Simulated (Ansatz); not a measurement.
# NaI: the cost of one run

Computed with Ansatz 0.2.0 (reference: DFT, HSE06, plane waves, PAW, unless a step's input says otherwise).

4 further runs of the same task are left out: 4 that didn't finish.

### Step 1. Starting point

It takes space group P6_3/mmc (No. 194, hexagonal). Conventional cell: a = 5.416 Å, b = 5.416 Å, c = 6.462 Å, α = 90.00°, β = 90.00°, γ = 120.00°. Around Na (site symmetry -6m2) lie 5 I at 3.13 to 3.23 Å. I (site symmetry -6m2) has 5 Na at 3.13 to 3.23 Å as nearest neighbours.

As a file:

```xyz
4
Lattice="5.4164 0.0000 0.0000 -2.7082 4.6908 0.0000 0.0000 0.0000 6.4622" Properties=species:S:1:pos:R:3 pbc="T T T"
Na    0.0000    3.1272    1.6156
Na    2.7082    1.5636    4.8467
I     2.7082    1.5636    1.6156
I     0.0000    3.1272    4.8467
```

### Step 2. Baseline

Contents of input.yaml:

```yaml
crystal:
  lattice:
    - [5.4164419187, 0.0, 0.0]
    - [-2.7082209593, 4.6907762997, 0.0]
    - [0.0, 0.0, 6.4622147823]
  atoms:
    - { symbol: Na, position: [0.3333333333, 0.6666666667, 0.25] }
    - { symbol: Na, position: [0.6666666667, 0.3333333333, 0.75] }
    - { symbol: I, position: [0.6666666667, 0.3333333333, 0.25] }
    - { symbol: I, position: [0.3333333333, 0.6666666667, 0.75] }
kpoints:
  mp_grid: { grid: [6, 6, 2] }
hamiltonian:
  xc: hse06
scf:
  occupations: { method: fixed }
  n_extra_bands: 5
output:
  forces: true
  stress: true
  eigenvalues: true
  write_density: true
  write_potential: true
  elf: true
  volumetric_format: npy
```

The run is started by

```console
$ ansatz run input.yaml --threads 4 --pin off --max-ram 3686MiB --backend cpu --events-out ev --progress --plain --runs-dir out
```

**Question.** How long does this run take on 4 threads of an Arm CPU, shared host, and how much memory does it need?

About 36 s, with a peak of 2.7 GiB.
